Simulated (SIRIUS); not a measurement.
Runs of SIRIUS 7.12.0 on AlNi. Symmetry: Pm-3m, No. 221, cubic system. The conventional cell has a = 2.881 Å, b = 2.881 Å, c = 2.881 Å, α = 90.00°, β = 90.00°, γ = 90.00°. Ni (site symmetry m-3m) is surrounded by 8 Al at 2.50 Å. Al (site symmetry m-3m) is surrounded by 8 Ni at 2.50 Å. 

```tsv
task	level	potentials or basis	spin	cutoff (eV)	smearing	muffin tin radii	basis cutoff (gk_cutoff)	valence relativity	reference energy of the basis	smallest sphere radius times basis cutoff	gap on the mesh (eV)	moment (μB)	V0 of scaled cells (Å³/atom)	B0 (GPa)
single point	PBE	all-electron FP-LAPW, apw+lo standard	collinear, ferromagnetic start	187	fermi-dirac 0.1 eV	Al 2.27, Ni 2.37 bohr	3.71 1/bohr	iora	0.31 Ha	8.42	none	0.00	-	-
single point	PBE	all-electron FP-LAPW, apw+lo standard	collinear, ferromagnetic start	187	fermi-dirac 0.01 eV	Al 2.27, Ni 2.37 bohr	3.71 1/bohr	iora	0.31 Ha	8.42	none	0.00	-	-
single point	EV93PW91	all-electron FP-LAPW, apw+lo standard	collinear, random start	187	fermi-dirac 0.1 eV	Al 2.27, Ni 2.37 bohr	3.71 1/bohr	iora	0.31 Ha	8.42	none	0.00	-	-
single point	PBE	all-electron FP-LAPW, apw+lo standard	collinear, ferromagnetic start	187	fermi-dirac 0.2 eV	Al 2.27, Ni 2.37 bohr	3.71 1/bohr	iora	0.31 Ha	8.42	none	0.00	-	-
single point	PBE	all-electron FP-LAPW, apw+lo standard	collinear, ferromagnetic start	187	fermi-dirac 0.03 eV	Al 2.27, Ni 2.37 bohr	3.71 1/bohr	iora	0.31 Ha	8.42	none	0.00	-	-
single point	SG4	all-electron FP-LAPW (no relativity for the valence), apw+lo standard	off	187	fermi-dirac 0.02 eV	Al 2.27, Ni 2.37 bohr	3.71 1/bohr	none	0.31 Ha	8.42	none	-	-	-
equation of state	WC	all-electron FP-LAPW, apw+lo standard	collinear, ferromagnetic start	195	fermi-dirac 0.05 eV	Al 2.22, Ni 2.32 bohr	3.79 1/bohr	iora	-	8.41	-	-	11.74	(b)
single point	PBE	all-electron FP-LAPW, apw+lo standard	collinear, ferromagnetic start	187	fermi-dirac 0.3 eV	Al 2.27, Ni 2.37 bohr	3.71 1/bohr	iora	0.31 Ha	8.42	none	0.00	-	-
single point	APBE	all-electron FP-LAPW (ZORA valence), apw+lo standard	collinear, ferromagnetic start	187	gaussian 0.05 eV	Al 2.27, Ni 2.37 bohr	3.71 1/bohr	zora	0.31 Ha	8.42	none	0.00	-	-
equation of state	BLYP	all-electron FP-LAPW, apw+lo standard	collinear, ferromagnetic start	195	fermi-dirac 0.05 eV	Al 2.22, Ni 2.32 bohr	3.79 1/bohr	iora	-	8.41	-	-	12.46	142
equation of state	PBE	all-electron FP-LAPW, apw+lo standard	off	195	gaussian 0.02 eV	Al 2.22, Ni 2.32 bohr	3.79 1/bohr	iora	-	8.41	-	-	(a)	160
```

Alike in all rows: cell as given; k mesh 9 × 9 × 9.

Q: Fill in the values left out.

A: (a) 12.09; (b) 173.

A k mesh can miss the band edges.

A gap of «none» marks a metal or a gap under the smearing width.

Not every run made on this cell is shown here.
